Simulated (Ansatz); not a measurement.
**ZnF₂: settings compared (Ansatz)**

The input file (Ansatz 0.2.0, plane waves):

```yaml
crystal:
  lattice:
    - [4.752175, 0.0, 0.0]
    - [0.0, 4.752175, 0.0]
    - [0.0, 0.0, 3.165827]
  atoms:
    - { symbol: Zn, position: [0.0, 0.0, 0.0] }
    - { symbol: Zn, position: [0.5, 0.5, 0.5] }
    - { symbol: F, position: [0.3035, 0.3035, 0.0] }
    - { symbol: F, position: [0.1965, 0.8035, 0.5] }
    - { symbol: F, position: [0.6965, 0.6965, 0.0] }
    - { symbol: F, position: [0.8035, 0.1965, 0.5] }
  symmetry: { tolerance: 0.0003 }
kpoints:
  mp_grid: { grid: [4, 4, 6], shift: [0, 0, 0] }
magnetization:
  spin_polarized: false
scf:
  occupations: { method: fermi_dirac }
hamiltonian:
  pseudopotentials: { kind: paw }
  xc: pbe
basis:
  ecutwfc: 420
output:
  forces: true
  stress: true
  eigenvalues: true
```

Run with:

```bash
ansatz run input.yaml --threads 1 --pin off --max-ram 2560MiB --backend cpu --events-out ev --progress --plain --runs-dir out
```

Origin of the cell: a database entry, scaled a little.

The smearing width isn't typed, so it takes its default of 0.1 eV.

Output of this run (shortened):

```
Pseudopotentials: kind: paw
Pseudopotential: Zn, paw, valence charge 12, recommended cutoff 420 eV (normal), Zn.paw.azcp
Pseudopotential: F, paw, valence charge 7, recommended cutoff 420 eV (normal), F.paw.azcp
Functional definition: PBE
  exchange = pbe_x(kappa = kappa, mu = beta*pi^2/3)
  correlation = pbe_c(beta = beta)
Crystal: 6 atoms, lattice volume = 71.494 Å³
Basis set: ecut = 420 eV, 1411 PW (Γ), exchange–correlation on 64×64×48 points (8 copies of the dense FFT grid, shifted against one another)
Bands: 32, of which v1, the nominal top of the filled ones, is band 26 counted from 1 (25 counted from 0)
Symmetry: 16 space group operations
Space group: P42/mnm (ITA 136), of the structure as read, at distance tolerance 1.2e-3 Å
k-points: 24 of 96
[… 4 lines left out …]
Initial density: superposition of atomic densities (neutral atoms: chi_scale 0, normalization atom), corrected by the library's trained network
Functional: x = pbe(κ = 0.804, μ = 0.219515), c = pbe(β = 0.066725)
SCF iter   1: F=—  HF=-9874.181376 eV  Δρ=8.69e-4  dr2=1.54e-4
SCF iter   2: F=—  HF=-9874.182395 eV  Δρ=4.52e-4  dr2=5.12e-5  defer=1
SCF iter   3: F=—  HF=-9874.182398 eV  Δρ=2.43e-4  dr2=1.20e-5
SCF iter   4: F=—  HF=-9874.182476 eV  Δρ=5.98e-5  dr2=1.90e-6
SCF iter   5: F=—  HF=-9874.182477 eV  Δρ=3.69e-5  dr2=5.18e-7
SCF iter   6: F=-9874.182477 eV  HF=-9874.182477 eV  Δρ=9.88e-6  dr2=4.93e-8
SCF 1 converged in 6 iterations: F = -9874.182477 eV  dr2 = 4.93e-8
SCF converged after 6 iterations
Free energy (F): -9874.182477 eV
Harris-Foulkes:  -9874.182477 eV  (|F-HF|=6.91e-8)
Internal energy: -9874.182477 eV  (E = F + TS)
E sigma→0 (E₀):  -9874.182477 eV
Fermi energy:    5.190580 eV
--- Per-component energies (eV) ---
  E_band       = -118.654585
  E_kinetic    = 1086.390685
  E_local      = -5828.923008  (includes V_loc(G=0)·N_el)
  E_nonlocal   = 1543.651011
  E_hartree    = 2339.003230
  E_xc         = -588.234107
  E_vxc        = -506.404835  (∫ρ·V_xc dr)
  E_paw        = -4477.567899  (= ΣΔE_a)
  E_vpaw       = -1091.384746  (= ΣTr[D̂ρ^β])
  E_aug_tail   = 0.007413  (compensation charges beyond the density's cutoff)
  E_ewald      = -3948.509801
  E_smearing   = -0.000000  (= −TS)
  Σ components = -9874.182477   (vs F -9874.182477, Δ=0.00e0)
--- Forces (eV/Å), atoms counted from 1 ---
  atom   1  Zn     0.000000    -0.000000     0.000000
  atom   2  Zn     0.000000     0.000000     0.000000
  atom   3  F      0.003295     0.003295     0.000000
  atom   4  F     -0.003295     0.003295     0.000000
  atom   5  F     -0.003295    -0.003295     0.000000
  atom   6  F      0.003295    -0.003295     0.000000
  max |Σ_I F_I| component: 1.73e-18 eV/Å
--- Stress (GPa, compression-positive) ---
        2.345397       0.000000       0.000000
        0.000000       2.345397       0.000000
        0.000000       0.000000       2.303898
  P = ⅓ Tr σ = 2.3316 GPa (23.316 kbar)
```

The same input was run again with these changes:

1. `basis.ecutwfc` 420 → "51.4 Ry"; `scf.occupations.method` fermi_dirac → cold; `scf.occupations.width` default → 0.15
2. `scf.occupations.method` fermi_dirac → cold; `scf.occupations.width` default → 0.3; `scf.algorithm` default → density_mixing
3. `basis.xc_grid` default → 2
4. `hamiltonian.xc` pbe → lda; `scf.occupations.method` fermi_dirac → tetrahedron_uncorrected

```json
{"run": "base", "end": "converged", "SCF iterations": "6", "P (GPa)": "2.33", "max force component (eV/Å)": "0.003", "moment (μB)": "–", "ΔE(σ→0) (meV/atom)": "0"}
{"run": "1", "end": "converged", "SCF iterations": "7", "P (GPa)": "2.30", "max force component (eV/Å)": "0.005", "moment (μB)": "–", "ΔE(σ→0) (meV/atom)": "-5.63"}
{"run": "2", "end": "converged", "SCF iterations": "6", "P (GPa)": "2.33", "max force component (eV/Å)": "0.003", "moment (μB)": "–", "ΔE(σ→0) (meV/atom)": "0.00"}
{"run": "3", "end": "converged", "SCF iterations": "6", "P (GPa)": "2.33", "max force component (eV/Å)": "0.003", "moment (μB)": "–", "ΔE(σ→0) (meV/atom)": "0.00"}
{"run": "4", "end": "converged", "SCF iterations": "7", "P (GPa)": "-8.65", "max force component (eV/Å)": "0.076", "moment (μB)": "–", "ΔE(σ→0) (meV/atom)": "–"}
```

Energies are compared only where functional, datasets, charge and starting cell are the same.

Run 2: wide smearing.

Time of the base run: 4.1 s of wall time on 1 CPU thread(s) of a shared host, from the program's own first density.
